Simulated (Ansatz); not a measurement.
C: equation of state with PBEsol

The system is C.

```xyz
4
Lattice="1.2332 0.7120 8.2826 -1.2332 0.7120 8.2826 0.0000 -1.4240 8.2826" Properties=species:S:1:pos:R:3 pbc="T T T"
C     0.0000    0.0000    2.1661
C     0.0000    0.0000   18.7315
C     0.0000    0.0000    6.1163
C     0.0000    0.0000   22.6818
```

This isn't the form of C at room conditions, which is graphite.

```yaml
Program: Ansatz 0.2.0
Task: equation of state
Functional: PBEsol
Potentials_or_basis: all-electron LAPW, scalar-relativistic
Basis_error_allowed: 0.002 eV/atom
k_mesh: 12 × 12 × 12
Occupations: fermi-dirac, width 0.05 eV
Spin: no spin polarisation
```

The equilibrium volume is 10.81 Å³/atom, the bulk modulus at fixed shape and positions is 228 GPa and the pressure derivative of the bulk modulus is 3.6.

Energy against volume, from the lowest point:
| volume (Å³/atom) | energy (meV/atom) |
| --- | --- |
| 10.254 | 21.08 |
| 10.472 | 7.05 |
| 10.690 | 0.23 |
| 10.908 | 0.00 |
| 11.126 | 5.78 |
| 11.345 | 17.03 |
| 11.563 | 33.29 |

All runs of the series together: 4.5 min on 2 threads of Arm Neoverse V1 (shared host).

Caveat: the cell was scaled at fixed shape and fractional positions, which overstates the stiffness of a crystal with free parameters, most of all of layers and chains.
